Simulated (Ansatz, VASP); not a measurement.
**Two plane-wave programs on CdTe**

File INCAR:

```
SYSTEM = CdTe
ALGO = Normal ; EDIFF = 1E-6
EDIFFG = -0.005 ; ENCUT = 600
GGA = PE ; IBRION = 2
ISIF = 3 ; ISMEAR = 0
LASPH = .TRUE. ; LCHARG = .FALSE.
LREAL = .FALSE. ; LWAVE = .FALSE.
NELM = 60 ; NSW = 100
PREC = Accurate ; SIGMA = 0.02
```

KPOINTS

```
k-points
0
G
  8 8 8
  0 0 0
```

The input POSCAR:

```
CdTe
1.0
    0.0000000000      3.2821135600      3.2821135600
    3.2821135600      0.0000000000      3.2821135600
    3.2821135600      3.2821135600      0.0000000000
Cd Te
1 1
Direct
    0.0000000000      0.0000000000      0.0000000000
    0.7500000000      0.7500000000      0.7500000000
```

Input for Ansatz:

```yaml
crystal:
  lattice:
    - [0.0, 3.28211356, 3.28211356]
    - [3.28211356, 0.0, 3.28211356]
    - [3.28211356, 3.28211356, 0.0]
  atoms:
    - { symbol: Cd, position: [0.0, 0.0, 0.0] }
    - { symbol: Te, position: [0.75, 0.75, 0.75] }
basis:
  ecutwfc: 420
kpoints:
  mp_grid: { grid: [8, 8, 8] }
hamiltonian:
  xc: pbe
scf:
  occupations: { method: gaussian, width: 0.02 }
output:
  forces: true
  stress: true
  eigenvalues: true
  write_density: true
  write_potential: true
  elf: true
  volumetric_format: npy
relax:
  adjacent_minimum: "off"
  f_tol: 0.005
  max_steps: 80
  cell: { stress_tol: 0.05 }
```

The cell is a database's computed one.

Alike in both runs: task relaxation of cell and atoms; functional PBE; k mesh 8 × 8 × 8; occupations gaussian, width 0.02 eV; no spin polarisation.

|  | VASP | Ansatz |
| --- | --- | --- |
| version | VASP 6.6.1 | Ansatz 0.2.0 |
| potentials or method | VASP PAW PBE potentials, release 64 (Cd, Te) | scalar-relativistic, plane waves, PAW |
| plane-wave cutoff (eV) | 600 | 420 |
| valence electrons in the cell | 18 | 36 |

VASP gave:

```
gap on the k mesh at the Fermi level, each at its own relaxed structure (eV) : 0.58
relaxed volume (Å³/atom)                                                     : 36.31
relaxed cell length with the largest relative difference (Å)                 : 4.683
energy change over the relaxation (meV/atom)                                 : -3
```

Q: What did Ansatz give for the same quantities?

A: gap on the k mesh at the Fermi level, each at its own relaxed structure (eV): 0.58; relaxed volume (Å³/atom): 36.25; relaxed cell length with the largest relative difference (Å): 4.681; energy change over the relaxation (meV/atom): -2.

The two sets of potentials don't hold the same shells in valence.

Caveats: spin-orbit coupling is left out, which moves the levels of the heavy elements. A hybrid or GW would open this gap; PBE tends to underestimate it.
